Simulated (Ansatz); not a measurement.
# Ge3N4: the cost of one run

Program: Ansatz 0.2.0. Level of theory: DFT, PBEsol, plane-wave PAW, default files, scalar-relativistic, frozen cores. These are calculated values, not measurements.

## Step 1: Starting point

It takes space group Fd-3m (No. 227, cubic). Conventional cell: a = 8.309 Å, b = 8.309 Å, c = 8.309 Å, α = 90.00°, β = 90.00°, γ = 90.00°. Ge (site symmetry -3m) has 6 N at 2.01 Å as nearest neighbours. Ge (site symmetry -43m) is surrounded by 4 N at 1.92 Å. N (site symmetry 3m) has 4 Ge at 1.92 to 2.01 Å as nearest neighbours.

As a file:

```cif
data_structure
_symmetry_space_group_name_H-M 'P 1'
_symmetry_Int_Tables_number 1
_cell_length_a 5.8754
_cell_length_b 5.8754
_cell_length_c 5.8754
_cell_angle_alpha 60.000
_cell_angle_beta 60.000
_cell_angle_gamma 60.000
_cell_volume 143.42
loop_
_atom_site_label
_atom_site_type_symbol
_atom_site_fract_x
_atom_site_fract_y
_atom_site_fract_z
_atom_site_occupancy
Ge1 Ge 0.12500 0.12500 0.12500 1
Ge2 Ge 0.62500 0.12500 0.12500 1
Ge3 Ge 0.12500 0.12500 0.62500 1
Ge4 Ge 0.12500 0.62500 0.12500 1
Ge5 Ge 0.50000 0.50000 0.50000 1
Ge6 Ge 0.75000 0.75000 0.75000 1
N1 N 0.88320 0.88320 0.88320 1
N2 N 0.89960 0.36680 0.36680 1
N3 N 0.88320 0.88320 0.35040 1
N4 N 0.36680 0.89960 0.36680 1
N5 N 0.35040 0.88320 0.88320 1
N6 N 0.36680 0.36680 0.36680 1
N7 N 0.88320 0.35040 0.88320 1
N8 N 0.36680 0.36680 0.89960 1
```

The earlier run gave: gap on the mesh 1.90 eV, largest force 0.013 eV/Å, pressure 0.3 GPa.

The printed gradients, by site:

| site | atoms | first shell | V_zz (10²¹ V/m²) | η | C_Q (MHz) |
| --- | --- | --- | --- | --- | --- |
| Ge1 | 1, 2, 3, 4 | 6 N at 2.01 Å | -0.85 | 0.00 | 4.04 (⁷³Ge) |
| Ge5 | 5, 6 | 4 N at 1.92 Å | 0.00 | – | 0 (⁷³Ge) |
| N | 7, 8, 9, 10, … | 4 Ge at 1.92–2.01 Å | 4.37 | 0.00 | 2.16 (¹⁴N) |

Conventions: |V_zz| ≥ |V_yy| ≥ |V_xx|, η = (V_xx − V_yy)/V_zz, C_Q = eQV_zz/h. Q values from Pyykkö, Mol. Phys. 116, 1328 (2018).

## Step 2: Functional PBEsol at the relaxed positions

input.yaml reads:

```yaml
crystal:
  lattice:
    - [0.0, 4.15455, 4.15455]
    - [4.15455, 0.0, 4.15455]
    - [4.15455, 4.15455, 0.0]
  atoms:
    - { symbol: Ge, position: [0.125, 0.125, 0.125] }
    - { symbol: Ge, position: [0.625, 0.125, 0.125] }
    - { symbol: Ge, position: [0.125, 0.125, 0.625] }
    - { symbol: Ge, position: [0.125, 0.625, 0.125] }
    - { symbol: Ge, position: [0.5, 0.5, 0.5] }
    - { symbol: Ge, position: [0.75, 0.75, 0.75] }
    - { symbol: "N", position: [0.8832, 0.8832, 0.8832] }
    - { symbol: "N", position: [0.8996, 0.3668, 0.3668] }
    - { symbol: "N", position: [0.8832, 0.8832, 0.3504] }
    - { symbol: "N", position: [0.3668, 0.8996, 0.3668] }
    - { symbol: "N", position: [0.3504, 0.8832, 0.8832] }
    - { symbol: "N", position: [0.3668, 0.3668, 0.3668] }
    - { symbol: "N", position: [0.8832, 0.3504, 0.8832] }
    - { symbol: "N", position: [0.3668, 0.3668, 0.8996] }
kpoints:
  mp_grid: { grid: [6, 6, 6] }
scf:
  occupations: { method: fermi_dirac, width: 0.02 }
hamiltonian:
  xc: pbesol
  pseudopotentials: { kind: paw, frozen_core: stored }
output:
  forces: true
  stress: true
  populations: true
  efg: { quadrupole_moments_barn: { Ge: -0.196, "N": 0.02044 } }
```

Started as:

```
ansatz run input.yaml --threads 4 --pin off --max-ram 8192MiB --backend cpu --events-out ev --progress --plain --runs-dir out
```

Q: Estimate wall time and peak memory on 4 threads of Intel Xeon 6975P-C (Granite Rapids), shared host.

About 3 s, with a peak of 0.65 GiB.
